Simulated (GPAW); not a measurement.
Input of a GPAW 26.7.0 run:

The input run.py:

```python
import numpy as np
from ase.dft.bandgap import bandgap
from ase.io import read, write
from ase.units import GPa
from gpaw import GPAW, PW
from gpaw.spinorbit import soc_eigenstates

atoms = read('GaSb.cif')

calc = GPAW(mode=PW(600),
            xc='MGGA_X_R2SCAN+MGGA_C_R2SCAN',
            kpts={'size': (6, 6, 6), 'gamma': True},
            occupations={'name': 'fermi-dirac', 'width': 0.05},
            nbands=18,
            convergence={'density': 1e-05, 'energy': 1e-05},
            maxiter=150,
            txt='gpaw.txt')
atoms.calc = calc
energy = atoms.get_potential_energy()
forces = atoms.get_forces()
stress = atoms.get_stress()
calc.write('gs.gpw')
write('result.traj', atoms)
print(f'Energy: {energy:.6f} eV')
print('Forces (eV/A):')
print(forces.round(4))
print('Stress (GPa):', (stress / GPa).round(3))
print('Fermi level:', round(calc.get_fermi_level(), 4), 'eV')
print(f'Gap: {bandgap(calc)[0]:.4f} eV, direct: {bandgap(calc, direct=True)[0]:.4f} eV')

path = atoms.cell.bandpath('GXWKGLUWLK,UX', npoints=100, eps=1e-4)
bs_calc = calc.fixed_density(kpts=path, symmetry='off', nbands=30,
                             convergence={'bands': 'CBM+6.0', 'eigenstates': 1e-6}, txt='bands.txt')
bs = bs_calc.band_structure()
bs.write('bs.json')
print(f'Gap on the path: {bandgap(bs_calc)[0]:.4f} eV')

soc = soc_eigenstates(bs_calc, theta=54.7, phi=45, ignore_xc_potential=True)
np.savetxt('soc_bands.dat', soc.eigenvalues(), fmt='%.4f')
mesh = soc_eigenstates('gs.gpw', theta=54.7, phi=45, ignore_xc_potential=True)
np.savetxt('soc_mesh.dat', mesh.eigenvalues(), fmt='%.4f')
print('Fermi level with spin-orbit coupling:', round(mesh.fermi_level, 4), 'eV')
```

Contents of GaSb.cif:

```cif
data_GaSb
_cell_length_a 4.32607929
_cell_length_b 4.32607929
_cell_length_c 4.32607929
_cell_angle_alpha 60.00000000
_cell_angle_beta 60.00000000
_cell_angle_gamma 60.00000000
_space_group_name_H-M_alt 'P1'
_space_group_name_Hall 'P 1'
_space_group_IT_number 1
loop_
_space_group_symop_operation_xyz
'x,y,z'
loop_
_atom_site_label
_atom_site_type_symbol
_atom_site_symmetry_multiplicity
_atom_site_Wyckoff_symbol
_atom_site_fract_x
_atom_site_fract_y
_atom_site_fract_z
_atom_site_occupancy
Sb1 Sb 1 a 0.7500000000 0.7500000000 0.7500000000 1
Ga1 Ga 1 a 0.0000000000 0.0000000000 0.0000000000 1
```

Potentials or basis: GPAW PAW data sets (gpaw-data 1.2.1), pw.

Launch:

```console
$ OMP_NUM_THREADS=1 python run.py
```

(1) Estimate the band gap on the k mesh.

(2) Estimate the pressure.

(3) Predict the band gap along the path.

Results:

(1) 0.26 eV, direct.

(2) 0.2 GPa.

(3) 0.26 eV, direct.

Caveat: spin-orbit coupling was added after a scalar SCF, so levels and gaps hold it while energy, forces, pressure and moments don't; this program's spin-orbit splittings come out too wide for heavy elements; the PAW data sets were made with another functional, which shifts forces and pressure a little.

**Experimental background.**

From a printed reference work, data compilation, for a bulk crystal of GaSb at 4.2 K: band gap 0.811 eV (direct).

A measured gap of GaSb is 0.811 eV (direct; 4.2 K; a printed reference work, data compilation); the calculated 0.26 eV misses it by -0.55 eV. The value is that of r2SCAN, without temperature or zero-point motion.
